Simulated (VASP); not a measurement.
Ge, 2 atoms in the cell. Symmetry: Fd-3m, No. 227, cubic system. The conventional cell has a = 5.673 Å, b = 5.673 Å, c = 5.673 Å, α = 90.00°, β = 90.00°, γ = 90.00°. Ge (site symmetry -43m) is surrounded by 4 Ge at 2.46 Å. The cell was built by a generator and needn't be a form met in nature.

- Program: VASP 6.6.1
- Task: band structure
- Functional: PBEsol
- Potentials or basis: VASP PAW PBE potentials, release 64 (Ge_d)
- Cutoff: 520 eV
- k mesh: 6 × 6 × 6
- Occupations: gaussian, width 0.03 eV
- Spin: spin-orbit coupling, no magnetisation
- Further INCAR settings: ALGO = Fast; EDIFF = 1e-06; NBANDS = 42

Potentials or basis: VASP PAW PBE potentials, release 64 (Ge_d).

Launch:

```console
$ cat potpaw_PBE.64/Ge_d/POTCAR > POTCAR
$ mpirun -np 1 vasp_ncl > vasp.out
```

Hardware: 1 thread of Intel(R) Xeon(R) Platinum 8488C (Sapphire Rapids), with other jobs on the host.

Question: How long does it take, and how much memory?

Answer: Run time: 8.2 min on 1 thread of Intel(R) Xeon(R) Platinum 8488C (Sapphire Rapids) (shared host), peak memory 0.3 GiB. Counts: scf iterations 112, k points 16.
